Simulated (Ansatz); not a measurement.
Input and command of a plane-wave DFT calculation in Ansatz:

```yaml
crystal:
  lattice:
    - [2.5954974554, 0.0, 0.0]
    - [-1.2977487277, 2.2477667318, 0.0]
    - [0.0, 0.0, 4.1746725322]
  atoms:
    - { symbol: Rh, position: [0.6666666667, 0.3333333333, 0.75] }
    - { symbol: Rh, position: [0.3333333333, 0.6666666667, 0.25] }
basis:
  ecutwfc: 500
kpoints:
  mp_grid: { grid: [24, 24, 12] }
hamiltonian:
  xc: r2scan
scf:
  occupations: { method: gaussian, width: 0.1 }
output:
  forces: true
  stress: true
  eigenvalues: true
```

```bash
ansatz run input.yaml --threads 1 --pin off --max-ram 2560MiB --backend cpu --events-out ev --progress --plain --runs-dir out
```

Processor: Intel(R) Xeon(R) Processor @ 2.50GHz (Skylake/Cascade Lake), 1 thread, on a host shared with other jobs.

Q: How long does it run, and how much memory does it take?

A: About 45 s on 1 thread of Intel(R) Xeon(R) Processor @ 2.50GHz (Skylake/Cascade Lake), with other jobs on the host, peak memory 0.56 GiB. It solves 21 bands at 427 k points (the mesh reduced by symmetry) with about 615 plane waves, in 8 SCF iterations.
